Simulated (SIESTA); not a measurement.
# TaN under changes of volume

One of the cells (11.030 Å³/atom); the others are scaled copies at fixed shape and fractional positions:

```xyz
2
Lattice="0.0000 2.2260 2.2260 2.2260 0.0000 2.2260 2.2260 2.2260 0.0000" Properties=species:S:1:pos:R:3 pbc="T T T"
Ta    2.2260    2.2260    2.2260
N     0.0000    0.0000    0.0000
```

The cell comes from a database or a generator and needn't be the stable form of this composition.

```yaml
Program: SIESTA 5.4.2
Functional: PBEsol
Potentials_or_basis: PseudoDojo 0.4 standard (PBEsol files)
Basis: DZP (energy shift 0.003 Ry; two zetas on semicore shells)
Grid_cutoff: 800 Ry
Energy_shift: 0.003 Ry
k_mesh: 10 × 10 × 10
Occupations: fermi-dirac, width 0.05 eV
Spin: no spin polarisation
```

```tsv
volume (Å³/atom)	energy over the lowest point (meV/atom)	pressure (GPa)
10.164	28.87	19.7
10.381	8.64	10.5
10.597	0.00	2.5
11.030	12.30	-11.1
11.246	31.26	-16.8
11.462	?	?
```

**Question.** What does the run at 11.462 Å³/atom give?

**Answer.** Energy over the lowest point 57.38 meV/atom; pressure -21.7 GPa.

Worked out: A Birch-Murnaghan fit of order 3 (a polynomial in V^(-2/3)) to the other rows has its minimum at 10.67 Å³/atom with B0 = V·E''(V) = 361 GPa and B' = 4.4. It gives 57.55 meV/atom at 11.462 Å³/atom, against the run's 57.38, and -dE/dV = -22.0 GPa, against -21.7.

Energies are extrapolated to zero smearing.

Caveats: short orbitals over semicore shells can move pressures by several GPa; the basis of atomic orbitals isn't converged, which shifts pressures, moduli and gaps.
